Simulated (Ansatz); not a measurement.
# Ba: relaxation of cell and atoms with PBEsol+D3(BJ)

Ba:

```
Ba
1.0
     4.31161    0.00000    0.00000
    -2.15581    3.73397    0.00000
     0.00000    0.00000    3.91341
Ba
1
Direct
  0.00000 0.00000 0.00000
```

This isn't the form of Ba at room conditions, which is bcc.

* Program: Ansatz 0.2.0
* Task: relaxation of cell and atoms
* Functional: PBEsol
* Dispersion: D3(BJ)
* Potentials or basis: Ansatz PAW
* Cutoff: 420 eV (not typed: the program's choice for these potentials)
* k mesh: 7 × 7 × 7
* Occupations: fermi-dirac, width 0.05 eV
* Spin: no spin polarisation

```
Relaxed volume                         : 50.06 Å³/atom
Relaxed cell                           : a = 3.969 Å, b = 3.969 Å, c = 3.669 Å, α = 90.00°, β = 90.00°, γ = 120.00°
Space group after relaxing (to 0.05 Å) : P6/mmm (No. 191)
Energy gained by relaxing              : 76.2 meV/atom
Ionic steps                            : 6
Pressure after relaxing                : 0.0 GPa
Band gap on the k mesh                 : none (metal or under the smearing width)
```

The path:
| step | energy change (eV) | largest force (eV/Å) | volume (Å³) |
| --- | --- | --- | --- |
| 1 | 0.0000 | 0.0000 | 63.00 |
| 2 | -0.0269 | 0.0000 | 60.07 |
| 3 | -0.0729 | 0.0000 | 52.41 |
| 4 | -0.0759 | 0.0000 | 49.35 |
| 5 | -0.0763 | 0.0000 | 50.06 |
| 6 | -0.0762 | 0.0000 | 50.06 |

Final structure:
```cif
data_structure
_symmetry_space_group_name_H-M 'P 1'
_symmetry_Int_Tables_number 1
_cell_length_a 3.9693
_cell_length_b 3.9693
_cell_length_c 3.6686
_cell_angle_alpha 90.000
_cell_angle_beta 90.000
_cell_angle_gamma 120.000
_cell_volume 50.06
loop_
_atom_site_label
_atom_site_type_symbol
_atom_site_fract_x
_atom_site_fract_y
_atom_site_fract_z
_atom_site_occupancy
Ba1 Ba 0.00000 0.00000 0.00000 1
```

Levels at points of the mesh, in eV from the Fermi level:
```
           k point  band 1  band 2  band 3  band 4  band 5  band 6  band 7  band 8  band 9
(0.00, 0.00, 0.00)  -28.80  -13.46  -13.46  -13.36   -2.73   -0.05    1.94    1.94    4.61
```

Wall time 5 s on 2 threads of Arm Neoverse V1 (shared host), peak memory 0.31 GiB.

Caveat: the volume moved by over 15 % at a fixed basis, so the end points are rough; the plane-wave basis is chosen anew once the cell has moved, so the energies of steps on either side of that aren't comparable; pairwise dispersion overbinds metals, which lowers pressure and volume; the PAW data sets come from PBE, with cores solved anew for the run's functional, which leaves a small shift of forces and pressure. The run has no spin-orbit coupling, so splittings on Ba are missing.
